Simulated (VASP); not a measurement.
Si: relaxation of cell and atoms with PBE

Crystal: Si.

```
CELL_PARAMETERS angstrom
2.62054 0.00000 0.00000
-1.31027 2.26946 0.00000
0.00000 0.00000 2.46635
ATOMIC_POSITIONS crystal
Si 0.00000 0.00000 0.00000
```

This isn't the form of Si at room conditions, which is diamond.

```yaml
Program: VASP 6.6.1
Task: relaxation of cell and atoms
Functional: PBE
Potentials_or_basis: VASP PAW PBE potentials, release 64 (Si_GW)
Cutoff: 630 eV
k_mesh: 12 × 12 × 11
Occupations: fermi-dirac, width 0.05 eV
Spin: no spin polarisation
Further_INCAR_settings: ALGO = Normal; EDIFF = 1e-06; IBRION = 2; EDIFFG = -0.01; NSW = 40; ISIF = 3
```

```yaml
Relaxed_volume: 15.04 Å³/atom
Relaxed_cell: a = 2.633 Å, b = 2.633 Å, c = 2.505 Å, α = 90.00°, β = 90.00°, γ = 120.00°
Space_group_after_relaxing_to_0.05_Å: P6/mmm (No. 191)
Energy_gained_by_relaxing: 5.1 meV/atom
Ionic_steps: 7
Pressure_after_relaxing: 0.1 GPa
Band_gap_on_the_k_mesh: none (metal or under the smearing width)
```

The path:
| step | energy change (eV) | largest force (eV/Å) | pressure (GPa) | volume (Å³) |
| --- | --- | --- | --- | --- |
| 1 | 0.0000 | 0.0000 | 3.12 | 14.67 |
| 2 | -0.0032 | 0.0000 | -1.64 | 15.28 |
| 3 | -0.0051 | 0.0000 | 0.07 | 15.04 |
| 4 | -0.0051 | 0.0000 | 0.11 | 15.03 |
| 5 | -0.0051 | 0.0000 | 0.02 | 15.05 |
| 6 | -0.0051 | 0.0000 | 0.04 | 15.05 |
| 7 | -0.0051 | 0.0000 | 0.06 | 15.04 |

Final structure:
```xyz
1
Lattice="2.6332 0.0000 0.0000 -1.3166 2.2804 0.0000 0.0000 0.0000 2.5053" Properties=species:S:1:pos:R:3 pbc="T T T"
Si    0.0000    0.0000    0.0000
```

Levels at points of the mesh, in eV from the Fermi level:
```tsv
k point	band 1	band 2	band 3	band 4	band 5	band 6
(0.00, 0.00, 0.00)	-13.88	7.42	7.55	10.35	10.35	12.32
(0.50, 0.00, 0.00)	-7.44	-6.60	5.22	6.63	12.34	14.76
```

Wall time 20 s on 1 thread of AMD EPYC 9R14 (Zen 4), with other jobs on the host, peak memory 0.12 GiB.
